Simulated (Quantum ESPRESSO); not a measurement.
A run of Quantum ESPRESSO 7.5 is set up as follows.

Contents of pw.in:

```
&CONTROL
  calculation = 'scf'
  prefix = 'pwscf'
  outdir = './tmp'
  pseudo_dir = './pseudo'
  tprnfor = .true.
  tstress = .true.
  disk_io = 'nowf'
/
&SYSTEM
  ibrav = 0
  nat = 4
  ntyp = 2
  ecutwfc = 88
  nbnd = 14
  occupations = 'smearing'
  smearing = 'fd'
  degauss = 0.00367493
/
&ELECTRONS
  conv_thr = 8d-10
  electron_maxstep = 120
  mixing_beta = 0.5
/
ATOMIC_SPECIES
Si    28.0850 Si_ONCV_PBE-1.2.upf
C     12.0110 C_ONCV_PBE-1.2.upf
CELL_PARAMETERS angstrom
   3.0760000000    0.0000000000    0.0000000000
  -1.5380000000    2.6638941420    0.0000000000
   0.0000000000    0.0000000000    5.0480000000
ATOMIC_POSITIONS crystal
Si     0.6666666667    0.3333333333    0.5000000000
Si     0.3333333333    0.6666666667    0.0000000000
C      0.6666666667    0.3333333333    0.8850000000
C      0.3333333333    0.6666666667    0.3850000000
K_POINTS automatic
4 4 2 0 0 0
```

Potentials or basis: SG15 PBE 1.2.

Launch:

```bash
$ OMP_NUM_THREADS=1 mpirun -n 2 pw.x -nk 2 -in pw.in > pw.out
```

Q: Estimate the largest force.

A: 0.674 eV/Å.

Q: What does it give for the band gap on the k mesh?

A: 2.60 eV, indirect (least direct gap 4.07 eV).

Q: Estimate the pressure.

A: 4.1 GPa.

Stress tensor (GPa, compression positive):
```
5.87 0.00 0.00
0.00 5.87 0.00
0.00 0.00 0.57
```

Caveat: the k mesh is coarse (spacing up to 0.62 Å⁻¹), so the values aren't converged. A k mesh can miss the band edges.
